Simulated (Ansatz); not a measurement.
**TaN (P-62m) under several functionals**

Plane-wave DFT in Ansatz with scalar-relativistic PAW potentials. The same structure was relaxed (cell and atoms, symmetry kept) in separate runs at each level. No spin polarisation.

| level | cutoff (eV) | k mesh | V (Å³/atom) | a (Å) | c (Å) |
| --- | --- | --- | --- | --- | --- |
| PBEsol | 420 | 12×12×12 | 11.211 | 5.179 | 2.896 |
| r2SCAN | 500 | 12×12×12 | 11.357 | 5.200 | 2.910 |
| PBE | 420 | 12×12×12 | 11.521 | 5.226 | 2.923 |

Where does PBE+D3(BJ) (420 eV, k mesh 12×12×12) fall?

V (Å³/atom) 11.286, a (Å) 5.188, c (Å) 2.905. Its volume is between those of PBEsol and r2SCAN. The usual order of volumes, PBEsol < PBE, holds here (11.211, 11.521 Å³/atom). As a rule PBEsol, built on the gradient expansion of slowly varying densities, lies between LDA and PBE; PBE's stronger gradient term for exchange weakens bonds. Adding D3 to PBE changes the volume by -2.0 %; the term is attractive, so it pulls cells in. In metals the pairwise form ignores screening by the conduction electrons and often pulls in too far. r2SCAN lies 1.4 % under PBE in volume.

Spin–orbit coupling is left out, which can shift energies with elements as heavy as these.